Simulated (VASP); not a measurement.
Set up this calculation in VASP 6.6.1, as the native input.

```
Task                   : relaxation of cell and atoms
Functional             : PBE
Potentials or basis    : VASP PAW PBE potentials, release 64 (Ir)
Cutoff                 : 700 eV
k mesh                 : 18 × 18 × 18
Occupations            : methfessel-paxton, width 0.1 eV
Spin                   : no spin polarisation
Further INCAR settings : ALGO = Normal; EDIFF = 1e-06; IBRION = 2; EDIFFG = -0.005; NSW = 40; ISIF = 3
```

The structure of Ir lies in POSCAR:

```
Ir
1.0
    0.0000000000      1.9150000000      1.9150000000
    1.9150000000      0.0000000000      1.9150000000
    1.9150000000      1.9150000000      0.0000000000
Ir
1
Direct
    0.0000000000      0.0000000000      0.0000000000
```

The cell was built by a generator and needn't be a form met in nature.

The input as run:

INCAR

```
SYSTEM = Ir
ALGO = Normal
EDIFF = 1E-6
EDIFFG = -0.005
ENCUT = 700
GGA = PE
IBRION = 2
ISIF = 3
ISMEAR = 1
LASPH = .TRUE.
LCHARG = .FALSE.
LREAL = .FALSE.
LWAVE = .FALSE.
NELM = 120
NSW = 40
PREC = Accurate
SIGMA = 0.1
```

KPOINTS

```
k-points
0
G
  18 18 18
  0 0 0
```

Potentials or basis: VASP PAW PBE potentials, release 64 (Ir).

Run with:

```sh
$ cat potpaw_PBE.64/Ir/POTCAR > POTCAR
$ mpirun -np 1 vasp_std > vasp.out
```

Results of the run:

```yaml
Relaxed_volume: 14.52 Å³/atom
Relaxed_cell: a = 2.738 Å, b = 2.738 Å, c = 2.738 Å, α = 60.00°, β = 60.00°, γ = 60.00°
Space_group_after_relaxing_to_0.05_Å: Fm-3m (No. 225)
Energy_gained_by_relaxing: 17.9 meV/atom
Ionic_steps: 16
Pressure_after_relaxing: 0.0 GPa
Band_gap_on_the_k_mesh: none (metal or under the smearing width)
```

It took 44 s on 1 thread of Intel(R) Xeon(R) 6975P-C (Granite Rapids), with other jobs on the host, peak memory 0.18 GiB.
